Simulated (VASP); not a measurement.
The system is Ge.

```
Ge
1.0
     5.93000    0.00000    0.00000
     0.00000    5.93000    0.00000
     0.00000    0.00000    6.98000
Ge
12
Direct
  0.07500 0.07500 0.00000
  0.42500 0.57500 0.75000
  0.92500 0.92500 0.50000
  0.57500 0.42500 0.25000
  0.16670 0.37500 0.25000
  0.12500 0.66670 0.00000
  0.83330 0.62500 0.75000
  0.87500 0.33330 0.50000
  0.66670 0.12500 0.00000
  0.62500 0.83330 0.25000
  0.33330 0.87500 0.50000
  0.37500 0.16670 0.75000
```

This isn't the form of Ge at room conditions, which is diamond.

```yaml
Program: VASP 6.6.1
Task: relaxation of cell and atoms
Functional: PBE
Potentials_or_basis: VASP PAW PBE potentials, release 64 (Ge_d)
Cutoff: 600 eV
k_mesh: 6 × 6 × 4
Occupations: gaussian, width 0.03 eV
Spin: no spin polarisation
```

At the start: pressure 4.0 GPa; volume 20.45 Å³/atom.

Task: How do energy, volume and symmetry change on relaxing?

Result: Over 33 steps the energy falls by 28.3 meV/atom and the volume is 21.57 Å³/atom (+5.5 %); space group P4_32_12 (No. 96, to 0.05 Å).

The path:
```csv
step,energy change (eV),largest force (eV/Å),pressure (GPa),volume (Å³)
1,0.0000,0.9106,4.02,245.45
2,-0.2678,0.2026,-1.33,264.15
3,-0.2759,0.2902,-0.40,260.89
4,-0.2759,0.2778,-0.50,261.20
5,-0.3128,0.1441,-0.24,260.10
6,-0.3298,0.0996,0.16,258.75
7,-0.3341,0.0530,0.05,259.58
8,-0.3341,0.0568,-0.16,259.62
9,-0.3341,0.0558,0.10,259.60
10,-0.3348,0.0394,-0.10,260.34
11,-0.3347,0.0339,-0.14,260.60
12,-0.3361,0.0285,-0.17,260.24
13,-0.3376,0.0553,0.04,259.14
14,-0.3382,0.0486,0.05,258.98
15,-0.3390,0.0329,0.25,258.51
16,-0.3395,0.0211,0.19,258.99
17,-0.3392,0.0269,-0.15,259.59
18,-0.3395,0.0205,-0.20,259.27
19,-0.3396,0.0206,-0.07,259.14
20,-0.3396,0.0207,0.04,259.10
21,-0.3396,0.0205,-0.12,259.12
22,-0.3396,0.0167,-0.07,258.81
23,-0.3394,0.0190,0.28,258.22
24,-0.3396,0.0205,0.17,258.63
25,-0.3396,0.0198,0.06,258.72
26,-0.3396,0.0202,0.02,258.73
27,-0.3397,0.0140,0.04,258.74
28,-0.3399,0.0104,0.03,258.75
29,-0.3399,0.0212,-0.02,258.78
30,-0.3399,0.0124,0.02,258.77
31,-0.3399,0.0144,0.00,258.77
32,-0.3399,0.0132,0.02,258.77
33,-0.3400,0.0098,-0.01,258.89
```

Final structure:
```cif
data_structure
_symmetry_space_group_name_H-M 'P 1'
_symmetry_Int_Tables_number 1
_cell_length_a 6.0186
_cell_length_b 6.0186
_cell_length_c 7.1471
_cell_angle_alpha 90.000
_cell_angle_beta 90.000
_cell_angle_gamma 90.000
_cell_volume 258.89
loop_
_atom_site_label
_atom_site_type_symbol
_atom_site_fract_x
_atom_site_fract_y
_atom_site_fract_z
_atom_site_occupancy
Ge1 Ge 0.08689 0.08689 0.00000 1
Ge2 Ge 0.41311 0.58689 0.75000 1
Ge3 Ge 0.91311 0.91311 0.50000 1
Ge4 Ge 0.58689 0.41311 0.25000 1
Ge5 Ge 0.17014 0.37077 0.25090 1
Ge6 Ge 0.12923 0.67014 0.00090 1
Ge7 Ge 0.82986 0.62923 0.75090 1
Ge8 Ge 0.87077 0.32986 0.50090 1
Ge9 Ge 0.67014 0.12923 0.99910 1
Ge10 Ge 0.62923 0.82986 0.24910 1
Ge11 Ge 0.32986 0.87077 0.49910 1
Ge12 Ge 0.37077 0.17014 0.74910 1
```
